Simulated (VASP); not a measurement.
# SiC (Fm-3m) in VASP: settings compared, part 2 of 2

VASP 6.6.1. Earlier steps stand in the parts before.

### 4 Relaxation of cell and atoms, AM05

INCAR

```
ALGO     = Normal         # electronic algorithm
EDIFF    = 1E-6           # SCF threshold, eV
EDIFFG   = -0.01          # ionic threshold
ENCUT    = 600            # plane-wave cutoff, eV
GGA      = AM             # functional
IBRION   = 2              # ionic algorithm
ISIF     = 3              # what is computed and relaxed
ISMEAR   = 0              # smearing method
LASPH    = T              # aspherical terms in the spheres
LCHARG   = F              # write CHGCAR
LREAL    = F              # projectors in reciprocal space
LWAVE    = F              # write WAVECAR
NELM     = 80             # most SCF steps
NSW      = 90             # ionic steps
PREC     = Accurate       # precision mode
SIGMA    = 0.03           # smearing width, eV
```

KPOINTS

```
k-points
0
Gamma
  12 12 12
```

POSCAR

```
SiC
1.0
    0.0000000000      2.1192710500      2.1192710500
    2.1192710500      0.0000000000      2.1192710500
    2.1192710500      2.1192710500      0.0000000000
Si C
1 1
Direct
    0.0000000000      0.0000000000      0.0000000000
    0.5000000000      0.5000000000      0.5000000000
```

Potentials or basis: VASP PAW PBE potentials, release 64 (Si, C).

Command:

```
cat potpaw_PBE.64/Si/POTCAR potpaw_PBE.64/C/POTCAR > POTCAR
mpirun -np 1 vasp_std > vasp.out
```

OUTCAR:

```text
EDIFF = 1E-6
   EDIFFG = -0.01
   ENCUT = 600
   GGA = AM
   IBRION = 2
   ISIF = 3
   ISMEAR = 0
   LASPH = T
   LREAL = F
   NELM = 80
   NSW = 90
   PREC = Accurate

 ion  position               nearest neighbor table
   1  0.000  0.000  0.000-   2 2.12   2 2.12   2 2.12   2 2.12   2 2.12   2 2.12
   2  0.500  0.500  0.500-   1 2.12   1 2.12   1 2.12   1 2.12   1 2.12   1 2.12

  LATTYP: Found a face centered cubic cell.
 ALAT       =     4.2385421000

  Lattice vectors:

 A1 = (   0.0000000000,   2.1192710500,   2.1192710500)
 A2 = (   2.1192710500,   0.0000000000,   2.1192710500)
 A3 = (   2.1192710500,   2.1192710500,   0.0000000000)

Analysis of symmetry for initial positions (statically):
=====================================================================
 Subroutine PRICEL returns:
 Original cell was already a primitive cell.

 Routine SETGRP: Setting up the symmetry group for a
 face centered cubic supercell.

 Subroutine GETGRP returns: Found 48 space group operations
 (whereof 48 operations were pure point group operations)
 out of a pool of 48 trial point group operations.

The static configuration has the point symmetry O_h .

Analysis of symmetry for dynamics (positions and initial velocities):
=====================================================================
 Subroutine PRICEL returns:
 Original cell was already a primitive cell.

 Routine SETGRP: Setting up the symmetry group for a
[... 265 lines left out ...]

 number of electron       8.0000000 magnetization

------------------------ aborting loop because EDIFF is reached ----------------------------------------
[... 67 lines left out ...]
--------------------------------------- Ionic step       15  -------------------------------------------

 number of electron       8.0000000 magnetization

 Free energy of the ion-electron system (eV)
  ---------------------------------------------------
  ext. energy  EPLUGINS =         0.00000000
  ---------------------------------------------------
  free energy    TOTEN  =       -14.34337990 eV

  energy without entropy =      -14.34318686  energy(sigma->0) =      -14.34328338

 E-fermi :  12.5399     XC(G=0): -12.8749

 val. band max:       12.4822910002   @ k =   0.0833   0.0000   0.0000
 cond. band min:      12.5541137739   @ k =  -0.1667   0.0833   0.0000
 fundamental gap:      0.0718227738
 Fermi energy:        12.5399004955

 k-point     1 :       0.0000    0.0000    0.0000
  band No.  band energies     occupation
      1      -6.0651      2.00000
      2      12.5929      0.01254
      3      12.5929      0.01254
      4      12.5929      0.01254
      5      20.4033      0.00000
      6      21.4000      0.00000
      7      21.4000      0.00000
      8      21.4000      0.00000
[... 243 lines left out ...]
 k-point    24 :      -0.4167    0.1667    0.0000
  band No.  band energies     occupation
      1      -0.4831      2.00000
      2       1.7202      2.00000
      3       8.5100      2.00000
      4      10.6719      2.00000
      5      16.1051      0.00000
      6      19.4516      0.00000
      7      20.7928      0.00000
      8      25.4395      0.00000

 [... further k-points ...]
[... 5 lines left out ...]
  --------------------------------------------------------------------------------------
  -------------------------------------------------------------------------------------
  Total       -0.0164366     -0.0164366     -0.0164366     -0.0000000     -0.0000000     -0.0000000
  in kB       -1.6091184     -1.6091184     -1.6091184     -0.0000000     -0.0000000     -0.0000000
  external PRESSURE =      -1.6091184 kB  Pullay stress =       0.0000000 kB
[... 17 lines left out ...]
  FREE ENERGIE OF THE ION-ELECTRON SYSTEM (eV)
  ---------------------------------------------------
  free  energy   TOTEN  =       -14.3433799048 eV

  energy  without entropy=      -14.3431868596  energy(sigma->0) =      -14.34328338

 reached required accuracy - stopping structural energy minimisation
```

Wall time 26 s (1 thread of Intel Xeon 6975P-C (Granite Rapids), shared host); peak memory 0.14 GiB.

Results:

- Free energy: -14.3434 eV
- Relaxed volume: 8.18 Å³/atom
- Relaxed cell: a = 2.850 Å, b = 2.850 Å, c = 2.850 Å, α = 60.00°, β = 60.00°, γ = 60.00°
- Space group after relaxing (to 0.05 Å): Fm-3m (No. 225)
- Energy gained by relaxing: 142.4 meV/atom
- Ionic steps: 15
- Pressure after relaxing: -0.2 GPa
- Band gap on the k mesh: none (metal or under the smearing width)

Step by step:
```csv
step,energy change (eV),largest force (eV/Å),pressure (GPa),volume (Å³)
1,0.0000,0.0000,-28.88,19.04
2,-0.1237,0.0000,34.99,14.69
3,-0.2848,0.0000,0.37,16.34
4,-0.2848,0.0000,-0.52,16.39
5,-0.2848,0.0000,-0.51,16.39
6,-0.2848,0.0000,-0.46,16.38
7,-0.2848,0.0000,-0.46,16.38
8,-0.2848,0.0000,-0.46,16.38
9,-0.2848,0.0000,-0.45,16.38
10,-0.2848,0.0000,-0.45,16.38
11,-0.2848,0.0000,-0.44,16.38
12,-0.2848,0.0000,-0.42,16.38
13,-0.2848,0.0000,-0.38,16.38
14,-0.2848,0.0000,-0.31,16.38
15,-0.2848,0.0000,-0.16,16.37
```

Final structure:
```xyz
2
Lattice="0.0000 2.0151 2.0151 2.0151 0.0000 2.0151 2.0151 2.0151 0.0000" Properties=species:S:1:pos:R:3 pbc="T T T"
Si    2.0151    2.0151    4.0302
C     2.0151    2.0151    2.0151
```

Caveat: the PAW data sets were made with another functional, which shifts forces and pressure a little.

### 5 Relaxation of cell and atoms, AM05

This run uses another cell than the first one, of 8.18 Å³/atom, 0.860 times its volume.

Changes to INCAR since step 4:

```diff
@@ -1,4 +1,4 @@
 ALGO     = Normal         # electronic algorithm
-EDIFF    = 1E-6           # SCF threshold, eV
-EDIFFG   = -0.01          # ionic threshold
+EDIFF    = 1E-7           # SCF threshold, eV
+EDIFFG   = -0.005         # ionic threshold
 ENCUT    = 600            # plane-wave cutoff, eV
```

KPOINTS is that of step 4.

POSCAR

```
SiC                                     
1.0
    0.0000000000      2.0151213924      2.0151213924
    2.0151213924      0.0000000000      2.0151213924
    2.0151213924      2.0151213924     -0.0000000000
  Si              C             
     1     1
Direct
     1.0000000000000000    1.0000000000000000    0.0000000000000000
     0.5000000000000000    0.5000000000000000    0.5000000000000000
```

Command:

```
cat potpaw_PBE.64/Si/POTCAR potpaw_PBE.64/C/POTCAR > POTCAR
mpirun -np 1 vasp_std > vasp.out
```

It took 5.1 s on 1 thread of Intel Xeon 6975P-C (Granite Rapids), shared host; peak memory 0.13 GiB.

The run converged. Its results:

```yaml
Free_energy: -14.3398 eV
Pressure_after_relaxing: -0.1 GPa
Band_gap_on_the_k_mesh: none (metal or under the smearing width)
```

Final structure:
```cif
data_structure
_symmetry_space_group_name_H-M 'P 1'
_symmetry_Int_Tables_number 1
_cell_length_a 2.8498
_cell_length_b 2.8498
_cell_length_c 2.8498
_cell_angle_alpha 60.000
_cell_angle_beta 60.000
_cell_angle_gamma 60.000
_cell_volume 16.37
loop_
_atom_site_label
_atom_site_type_symbol
_atom_site_fract_x
_atom_site_fract_y
_atom_site_fract_z
_atom_site_occupancy
Si1 Si 0.00000 0.00000 0.00000 1
C1 C 0.50000 0.50000 0.50000 1
```

Levels at points of the mesh, in eV from the Fermi level:
| k point | band 1 | band 2 | band 3 | band 4 | band 5 | band 6 | band 7 | band 8 |
| --- | --- | --- | --- | --- | --- | --- | --- | --- |
| (0.00, 0.00, 0.00) | -18.61 | 0.05 | 0.05 | 0.05 | 7.86 | 8.86 | 8.86 | 8.86 |
| (0.50, 0.00, 0.00) | -13.34 | -11.66 | -1.06 | -1.06 | 5.31 | 5.31 | 5.97 | 9.76 |
| (0.50, 0.50, 0.00) | -11.50 | -9.98 | -4.35 | -4.35 | -0.75 | 2.31 | 15.03 | 15.18 |

Caveat: the relaxation stopped at its first step, so nothing moved; the PAW data sets were made with another functional, which shifts forces and pressure a little.
